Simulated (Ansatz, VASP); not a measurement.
Ir in VASP and in Ansatz

File INCAR:

```
ALGO = Normal
EDIFF = 1E-7
ENCUT = 520
GGA = PE
ISIF = 2
ISMEAR = -1
LASPH = True
LCHARG = False
LREAL = False
LWAVE = False
NBANDS = 16
NELM = 60
PREC = Accurate
SIGMA = 0.05
```

The input KPOINTS:

```
k-points
0
Gamma
  11 11 6
```

The input POSCAR:

```
Ir
1.0
    2.7329117147      0.0000000000      0.0000000000
   -1.3664558574      2.3667709712      0.0000000000
    0.0000000000      0.0000000000      4.4323408426
Ir
2
Direct
    0.3333333333      0.6666666667      0.2500000000
    0.6666666667      0.3333333333      0.7500000000
```

File input.yaml:

```yaml
crystal:
  lattice:
    - [2.7329117147, 0.0, 0.0]
    - [-1.3664558574, 2.3667709712, 0.0]
    - [0.0, 0.0, 4.4323408426]
  atoms:
    - { symbol: Ir, position: [0.3333333333, 0.6666666667, 0.25] }
    - { symbol: Ir, position: [0.6666666667, 0.3333333333, 0.75] }
hamiltonian:
  xc: pbe
  pseudopotentials: { kind: paw }
kpoints:
  mp_grid: { grid: [11, 11, 6] }
scf:
  occupations: { method: fermi_dirac, width: 0.05 }
output:
  forces: true
  stress: true
  eigenvalues: true
```

Change from the starting cell: volume scaled by 0.98.

Alike in both runs: task single point; functional PBE; k mesh 11 × 11 × 6; occupations fermi-dirac, width 0.05 eV; no spin polarisation.

```csv
,VASP,Ansatz
version,VASP 6.6.1,Ansatz 0.2.0
potentials or method,"VASP PAW PBE potentials, release 64 (Ir)",Ansatz PAW
plane-wave cutoff (eV),520,420
valence electrons in the cell,18,34
```

Ansatz gave:

```
gap on the k mesh at the Fermi level (eV)       : none
pressure (GPa)                                  : 5.9
largest component of the traceless stress (GPa) : 0.16
```

Q: Which values does VASP return?

A: gap on the k mesh at the Fermi level (eV): none; pressure (GPa): 6.4; largest component of the traceless stress (GPa): 0.12.

A gap of «none» marks a metal or a gap that the smearing closes. With one functional, cell and mesh, what is left measures potentials, basis and numerics. The two sets of potentials don't hold the same shells in valence.

The runs have no spin-orbit coupling, so splittings on Ir are missing.
